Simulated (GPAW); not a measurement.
# Ag (Fm-3m) in GPAW: further runs

One crystal, Ag, is run at these levels: BLYP+D4, PBEsol, LDA+U; tasks: equation of state, band structure.

All numbers are computed with GPAW 26.7.0; they aren't measurements. Logs are shortened: lines on timing, memory, paths and dates and some standing lists are left out, and cuts for length are marked. The log counts tension as positive stress, the text compression.

**1. The structure**

It takes space group Fm-3m (No. 225, cubic). The conventional cell has a = 4.085 Å, b = 4.085 Å, c = 4.085 Å, α = 90.00°, β = 90.00°, γ = 90.00°. Around Ag (site symmetry m-3m) lie 12 Ag at 2.89 Å.

**2. Equation of state, BLYP+D4**

Contents of run.py:

```python
import spglib
from ase import Atoms
from ase.calculators.mixing import SumCalculator
from ase.eos import EquationOfState
from ase.io import Trajectory, read
from ase.units import GPa
from dftd4.ase import DFTD4
from gpaw import GPAW, PW, setup_paths

setup_paths.insert(0, '.')

atoms = read('Ag.cif')
cell, positions, numbers = spglib.find_primitive(
    (atoms.cell[:], atoms.get_scaled_positions(), atoms.numbers), symprec=1e-4)
atoms = Atoms(numbers, cell=cell, scaled_positions=positions, pbc=True)

traj = Trajectory('eos.traj', 'w')
volumes, energies = [], []
for x in [0.94, 0.96, 0.98, 1.0, 1.02, 1.04, 1.06]:
    a = atoms.copy()
    a.set_cell(atoms.cell * x**(1 / 3), scale_atoms=True)
    calc = GPAW(mode=PW(600),
                xc='BLYP',
                kpts={'size': (11, 11, 11), 'gamma': True},
                occupations={'name': 'fermi-dirac', 'width': 0.05},
                nbands=18,
                convergence={'density': 1e-05, 'energy': 1e-05},
                eigensolver='davidson',
                maxiter=150,
                txt=f'eos-{x:.2f}.txt')
    a.calc = SumCalculator([calc, DFTD4(method='blyp')])
    energies.append(a.get_potential_energy())
    volumes.append(a.get_volume())
    p = -a.get_stress()[:3].mean() / GPa
    calc.write(f'eos-{x:.2f}.gpw')
    traj.write(a)
    print(f'{x:.2f} {volumes[-1]:10.4f} A^3 {energies[-1]:14.6f} eV {p:9.3f} GPa', flush=True)

v0, e0, B = EquationOfState(volumes, energies, eos='birchmurnaghan').fit()
print(f'V0 = {v0:.4f} A^3, E0 = {e0:.6f} eV, B0 = {B / GPa:.2f} GPa')
```

Contents of Ag.cif:

```cif
data_Ag
_cell_length_a 4.08550000
_cell_length_b 4.08550000
_cell_length_c 4.08550000
_cell_angle_alpha 90.00000000
_cell_angle_beta 90.00000000
_cell_angle_gamma 90.00000000
_space_group_name_H-M_alt 'Fm-3m'
_space_group_name_Hall '-F 4 2 3'
_space_group_IT_number 225
loop_
_space_group_symop_operation_xyz
'x,y,z'
'-x,-y,-z'
'-y,x,z'
'y,-x,-z'
'-x,-y,z'
'x,y,-z'
'y,-x,z'
'-y,x,-z'
'x,-y,-z'
'-x,y,z'
'-y,-x,-z'
'y,x,z'
'-x,y,-z'
'x,-y,z'
'y,x,-z'
'-y,-x,z'
'z,x,y'
'-z,-x,-y'
'z,-y,x'
'-z,y,-x'
'z,-x,-y'
'-z,x,y'
'z,y,-x'
'-z,-y,x'
'-z,x,-y'
'z,-x,y'
'-z,-y,-x'
'z,y,x'
'-z,-x,y'
'z,x,-y'
'-z,y,x'
'z,-y,-x'
'y,z,x'
'-y,-z,-x'
'x,z,-y'
'-x,-z,y'
'-y,z,-x'
'y,-z,x'
'-x,z,y'
'x,-z,-y'
'-y,-z,x'
'y,z,-x'
'-x,-z,-y'
'x,z,y'
'y,-z,-x'
'-y,z,x'
'x,-z,y'
'-x,z,-y'
'x,y+1/2,z+1/2'
'-x,-y+1/2,-z+1/2'
'-y,x+1/2,z+1/2'
[... 62 lines left out ...]
'-z+1/2,-x,-y+1/2'
'z+1/2,-y,x+1/2'
'-z+1/2,y,-x+1/2'
'z+1/2,-x,-y+1/2'
'-z+1/2,x,y+1/2'
'z+1/2,y,-x+1/2'
'-z+1/2,-y,x+1/2'
'-z+1/2,x,-y+1/2'
'z+1/2,-x,y+1/2'
'-z+1/2,-y,-x+1/2'
'z+1/2,y,x+1/2'
'-z+1/2,-x,y+1/2'
'z+1/2,x,-y+1/2'
'-z+1/2,y,x+1/2'
'z+1/2,-y,-x+1/2'
'y+1/2,z,x+1/2'
'-y+1/2,-z,-x+1/2'
'x+1/2,z,-y+1/2'
'-x+1/2,-z,y+1/2'
'-y+1/2,z,-x+1/2'
'y+1/2,-z,x+1/2'
'-x+1/2,z,y+1/2'
'x+1/2,-z,-y+1/2'
'-y+1/2,-z,x+1/2'
'y+1/2,z,-x+1/2'
'-x+1/2,-z,-y+1/2'
'x+1/2,z,y+1/2'
'y+1/2,-z,-x+1/2'
'-y+1/2,z,x+1/2'
'x+1/2,-z,y+1/2'
'-x+1/2,z,-y+1/2'
'x+1/2,y+1/2,z'
'-x+1/2,-y+1/2,-z'
'-y+1/2,x+1/2,z'
'y+1/2,-x+1/2,-z'
'-x+1/2,-y+1/2,z'
'x+1/2,y+1/2,-z'
'y+1/2,-x+1/2,z'
'-y+1/2,x+1/2,-z'
'x+1/2,-y+1/2,-z'
'-x+1/2,y+1/2,z'
'-y+1/2,-x+1/2,-z'
'y+1/2,x+1/2,z'
'-x+1/2,y+1/2,-z'
'x+1/2,-y+1/2,z'
'y+1/2,x+1/2,-z'
'-y+1/2,-x+1/2,z'
'z+1/2,x+1/2,y'
'-z+1/2,-x+1/2,-y'
'z+1/2,-y+1/2,x'
'-z+1/2,y+1/2,-x'
'z+1/2,-x+1/2,-y'
'-z+1/2,x+1/2,y'
'z+1/2,y+1/2,-x'
'-z+1/2,-y+1/2,x'
'-z+1/2,x+1/2,-y'
'z+1/2,-x+1/2,y'
'-z+1/2,-y+1/2,-x'
'z+1/2,y+1/2,x'
'-z+1/2,-x+1/2,y'
'z+1/2,x+1/2,-y'
'-z+1/2,y+1/2,x'
'z+1/2,-y+1/2,-x'
'y+1/2,z+1/2,x'
'-y+1/2,-z+1/2,-x'
'x+1/2,z+1/2,-y'
'-x+1/2,-z+1/2,y'
'-y+1/2,z+1/2,-x'
'y+1/2,-z+1/2,x'
'-x+1/2,z+1/2,y'
'x+1/2,-z+1/2,-y'
'-y+1/2,-z+1/2,x'
'y+1/2,z+1/2,-x'
'-x+1/2,-z+1/2,-y'
'x+1/2,z+1/2,y'
'y+1/2,-z+1/2,-x'
'-y+1/2,z+1/2,x'
'x+1/2,-z+1/2,y'
'-x+1/2,z+1/2,-y'
loop_
_atom_site_label
_atom_site_type_symbol
_atom_site_symmetry_multiplicity
_atom_site_Wyckoff_symbol
_atom_site_fract_x
_atom_site_fract_y
_atom_site_fract_z
_atom_site_occupancy
Ag1 Ag 4 a 0.0000000000 0.0000000000 0.0000000000 1
```

Potentials or basis: PAW data sets generated in the run's folder for this functional, pw.

On the command line:

```console
gpaw-setup -f BLYP Ag
OMP_NUM_THREADS=1 python run.py
```

Log:

```text
__  _  _
 | _ |_)|_||  |
 |__||  | ||/\| - 26.7.0

Input parameters:
  mode=PW(ecut=600.0),
  convergence={'density': 1e-05, 'energy': 1e-05},
  eigensolver=Davidson(niter=2),
  kpts=MonkhorstPack(size=(11, 11, 11), gamma=True),
  maxiter=150,
  nbands=18,
  occupations=Occupations(name='fermi-dirac', width=0.05),
  xc=XC(name='BLYP')

Diagonalizing LCAO Hamiltonian
Converting LCAO to pw mode

       Ag

Atoms  # Å, Bohr magnetons
|   | symbol |        x |        y |        z |    initial magnetic moments |
|---|--------|----------|----------|----------|-----------------------------|
| 0 |     Ag | 0.000000 | 0.000000 | 0.000000 | ( 0.0000,  0.0000,  0.0000) |

Unit cell  # Å
| periodic |        x |        y |        z |  lengths |    angles |
|----------|----------|----------|----------|----------|-----------|
|      yes | 0.000000 | 2.015142 | 2.015142 | 2.849841 | 60.000000 |
|      yes | 2.015142 | 0.000000 | 2.015142 | 2.849841 | 60.000000 |
|      yes | 2.015142 | 2.015142 | 0.000000 | 2.849841 | 60.000000 |

Number of symmetries: 48
Symmetry operations  # r_c * U_cc + t_c -> r_c
|    | kind |            matrix            |
|----|------|------------------------------|
|  0 |  σ   |  1, 0, 0,  1, 0,-1,  1,-1, 0 |
|  1 |  C2  |  1, 0, 0,  1,-1, 0,  1, 0,-1 |
|  2 |  E   |  1, 0, 0,  0, 1, 0,  0, 0, 1 |
|  3 |  σ   |  1, 0, 0,  0, 0, 1,  0, 1, 0 |
|  4 |  C4  |  1, 0,-1,  1, 0, 0,  1,-1, 0 |
|  5 |  S6  |  1, 0,-1,  1,-1, 0,  1, 0, 0 |
|  6 |  σ   |  1, 0,-1,  0, 1,-1,  0, 0,-1 |
|  7 |  C3  |  1, 0,-1,  0, 0,-1,  0, 1,-1 |
|  8 |  S6  |  1,-1, 0,  1, 0, 0,  1, 0,-1 |
|  9 |  C4  |  1,-1, 0,  1, 0,-1,  1, 0, 0 |
| 10 |  C3  |  1,-1, 0,  0,-1, 1,  0,-1, 0 |
| 11 |  σ   |  1,-1, 0,  0,-1, 0,  0,-1, 1 |
| 12 |  σ   |  0, 1, 0,  1, 0, 0,  0, 0, 1 |
| 13 |  C4  |  0, 1, 0,  0, 1,-1, -1, 1, 0 |
| 14 |  C3  |  0, 1, 0,  0, 0, 1,  1, 0, 0 |
| 15 |  S6  |  0, 1, 0, -1, 1, 0,  0, 1,-1 |
| 16 |  C2  |  0, 1,-1,  1, 0,-1,  0, 0,-1 |
| 17 |  σ   |  0, 1,-1,  0, 1, 0, -1, 1, 0 |
| 18 |  S4  |  0, 1,-1,  0, 0,-1,  1, 0,-1 |
| 19 |  C4  |  0, 1,-1, -1, 1, 0,  0, 1, 0 |
| 20 |  C3  |  0, 0, 1,  1, 0, 0,  0, 1, 0 |
| 21 |  σ   |  0, 0, 1,  0, 1, 0,  1, 0, 0 |
| 22 |  S6  |  0, 0, 1,  0,-1, 1, -1, 0, 1 |
| 23 |  C4  |  0, 0, 1, -1, 0, 1,  0,-1, 1 |
| 24 |  S4  |  0, 0,-1,  1, 0,-1,  0, 1,-1 |
| 25 |  C3  |  0, 0,-1,  0, 1,-1,  1, 0,-1 |
| 26 |  C2  |  0, 0,-1,  0,-1, 0, -1, 0, 0 |
| 27 |  S6  |  0, 0,-1, -1, 0, 0,  0,-1, 0 |
| 28 |  S4  |  0,-1, 1,  1,-1, 0,  0,-1, 0 |
| 29 |  C4  |  0,-1, 1,  0, 0, 1, -1, 0, 1 |
| 30 |  C2  |  0,-1, 1,  0,-1, 0,  1,-1, 0 |
| 31 |  σ   |  0,-1, 1, -1, 0, 1,  0, 0, 1 |
| 32 |  C3  |  0,-1, 0,  1,-1, 0,  0,-1, 1 |
| 33 |  S6  |  0,-1, 0,  0, 0,-1, -1, 0, 0 |
| 34 |  S4  |  0,-1, 0,  0,-1, 1,  1,-1, 0 |
| 35 |  C2  |  0,-1, 0, -1, 0, 0,  0, 0,-1 |
| 36 |  C2  | -1, 1, 0,  0, 1, 0,  0, 1,-1 |
| 37 |  S6  | -1, 1, 0,  0, 1,-1,  0, 1, 0 |
| 38 |  S4  | -1, 1, 0, -1, 0, 1, -1, 0, 0 |
| 39 |  C3  | -1, 1, 0, -1, 0, 0, -1, 0, 1 |
| 40 |  S6  | -1, 0, 1,  0, 0, 1,  0,-1, 1 |
| 41 |  C2  | -1, 0, 1,  0,-1, 1,  0, 0, 1 |
| 42 |  C3  | -1, 0, 1, -1, 1, 0, -1, 0, 0 |
| 43 |  S4  | -1, 0, 1, -1, 0, 0, -1, 1, 0 |
| 44 |  C2  | -1, 0, 0,  0, 0,-1,  0,-1, 0 |
| 45 |  i   | -1, 0, 0,  0,-1, 0,  0, 0,-1 |
| 46 |  σ   | -1, 0, 0, -1, 1, 0, -1, 0, 1 |
| 47 |  C2  | -1, 0, 0, -1, 0, 1, -1, 1, 0 |

BZ-sampling:
  Number of BZ points: 1331
  Number of IBZ points: 56

  Monkhorst-Pack size: [11, 11, 11]
  Monkhorst-Pack shift: [0, 0, 0]

K-points  # in reciprocal-cell coordinates
|     |                                coordinates |     weight |
|-----|--------------------------------------------|------------|
|   0 | (  0.00000000,   0.00000000,   0.00000000) | 0.00075131 |
|   1 | (  0.09090909,   0.09090909,   0.00000000) | 0.00450789 |
|   2 | (  0.09090909,   0.09090909,   0.09090909) | 0.00601052 |
|   3 | (  0.18181818,   0.09090909,   0.09090909) | 0.00901578 |
|   4 | (  0.18181818,   0.18181818,   0.00000000) | 0.00450789 |
|   5 | (  0.18181818,   0.18181818,   0.09090909) | 0.01803156 |
|   6 | (  0.18181818,   0.18181818,   0.18181818) | 0.00601052 |
|   7 | (  0.27272727,   0.18181818,   0.09090909) | 0.01803156 |
|   8 | (  0.27272727,   0.18181818,   0.18181818) | 0.01803156 |
|   9 | (  0.27272727,   0.27272727,   0.00000000) | 0.00450789 |
| ... |                                            |            |
|  55 | (  0.45454545,   0.45454545,   0.45454545) | 0.00601052 |

Plane wave coefficients: 560
Cutoff: 600.0 eV

Spin-components: 1 (collinear spins)
Bands:           18
Projectors:      6
Spin-degeneracy: 2
Datatype:        complex128

Parallelization:
  kpt:    1
  domain: 1
  band:   1

Density:
  Valence electrons: 17.0
  Components: 1
  Grid points: [18 18 18]
  Charge: 0.0  # |e|

Potential:
  Grid points: [18 18 18]

species:
  Ag:
    name:    Silver
    Z:       47.0
    valence: 17
    core:    30
    charge:  0.0  # [|e|]
    compensation charges:
      type: gauss
      rc: 0.40  # [Å]
      lmax: 2
    cutoffs:
      filter: 2.35  # [Å]
      core: 2.19  # [Å]
    projectors
    | kind |    occ | energy [eV] | rcut [Å] |
    |------|--------|-------------|----------|
    |   5s |  1.000 |      -4.450 |    1.286 |
    |   4p |  6.000 |     -58.459 |    1.328 |
    |   5p |  0.000 |      -0.776 |    1.328 |
    |   4d | 10.000 |      -7.338 |    1.180 |
    |    s |        |      22.762 |    1.286 |
    |    d |        |      19.874 |    1.180 |

    Using partial waves for Ag as LCAO basis

Reference energy: -144613.687759  # eV

eigensolver:
  Davidson
  Converge bands: occupied
  niter=2

density mixing:
  MSR1-Mixer
  Pratt-step length: 0.05
  Maximum mixing coefficient: 0.75
  Old densities: 10
  SVD Regularization: 0.005
  Good broyden scale: 1.0
  Trust region scale: 1.0
  Backstep threshold: 4.0
  History deletion threshold: 6.0
  Fourier metric: weight=20.0, sigma=0.015

occupation numbers:
  Fermi-Dirac:
    width: 0.0500  # eV

poisson solver:
  ecut: 4800.0  # eV

xc functional:
  name: BLYP with 2 nearest neighbor stencil

convergence criteria:
- Maximum integral of absolute [dens]ity change: 1e-05 electrons / valence electron
- Maximum [total energy] change in last 3 cyles: 1e-05 eV / valence electron
- Maximum integral of absolute [eigenst]ate change: 4e-08 eV^2 / valence electron
maximum number of iterations: 150

SCF iterations
|iter     | |      energy | eigst |  dens |
|---------|-|-------------|-------|-------|
|iter:   1| |   -2.277848 | -0.58 |       |
|iter:   2| |   -2.230531 | -2.84 | -1.39 |
|iter:   3| |   -2.075998 | -3.22 | -1.44 |
|iter:   4| |   -2.071767 | -4.42 | -2.28 |
|iter:   5| |   -2.070497 | -4.52 | -2.49 |
|iter:   6| |   -2.070499 | -6.21 | -3.99 |
|iter:   7| |   -2.070499c| -7.34 | -4.23 |
|iter:   8| |   -2.070499c| -8.69c| -5.03c|

Converged in 8 steps
Energy contributions relative to reference atoms: (reference = -144613.687759)

Energy contributions:
  Kinetic:           6.022298
  Coulomb:          -5.944654
  Zero:              0.053321
  External:          0.000000
  Xc:               -2.200065
  Entropy:          -0.002800
  Spinorbit:         0.000000
  ----------------------------
  Free energy:      -2.071900
  Extrapolated:     -2.070499

dipole moment: (-12.622213, -12.622213, -12.622213)  # |e|*Ang

Fermi level: 9.660
Eigenvalues  # (at kpt = [0.000, 0.000, 0.000])
| band index |      eig [eV] | occ [0-2] |
|------------|---------------|-----------|
|          0 |       -46.167 |     2.000 |
|          1 |       -46.167 |     2.000 |
|          2 |       -46.167 |     2.000 |
|          3 |         1.331 |     2.000 |
|          4 |         4.326 |     2.000 |
|          5 |         4.326 |     2.000 |
|          6 |         4.326 |     2.000 |
|          7 |         5.436 |     2.000 |
|          8 |         5.436 |     2.000 |
|          9 |        25.989 |     0.000 |
|         10 |        29.664 |     0.000 |
|         11 |        29.664 |     0.000 |
|         12 |        29.664 |     0.000 |
|         13 |        34.677 |     0.000 |
|         14 |        35.441 |     0.000 |
|         15 |        35.441 |     0.000 |
|         16 |        35.441 |     0.000 |
|         17 |        40.658 |     0.000 |

No gap
No difference between direct/indirect transitions

Stress tensor  # eV/Ang^3
|         x |         y |         z |
|-----------|-----------|-----------|
| -0.111886 | -0.000000 |  0.000000 |
| -0.000000 | -0.111886 |  0.000000 |
|  0.000000 |  0.000000 | -0.111886 |

# Writing to eos-0.96.gpw (mode='')
```

Run time: 64 s. Hardware: 1 thread of Arm Neoverse V2, shared host; peak memory 0.22 GiB.

What came out:

```
Equilibrium volume : 17.37 Å³/atom (rough: see the caveat)
Bulk modulus       : 98 GPa (rough)
```

Energy against volume, from the lowest point:
| volume (Å³/atom) | energy (meV/atom) |
| --- | --- |
| 16.025 | 39.96 |
| 16.366 | 20.87 |
| 16.707 | 8.71 |
| 17.048 | 2.01 |
| 17.389 | 0.00 |
| 17.730 | 2.13 |
| 18.071 | 7.85 |

Caveat: the fit is doubtful: noisy points or a state that changes with volume.

(Continued in part 2 of 2.)
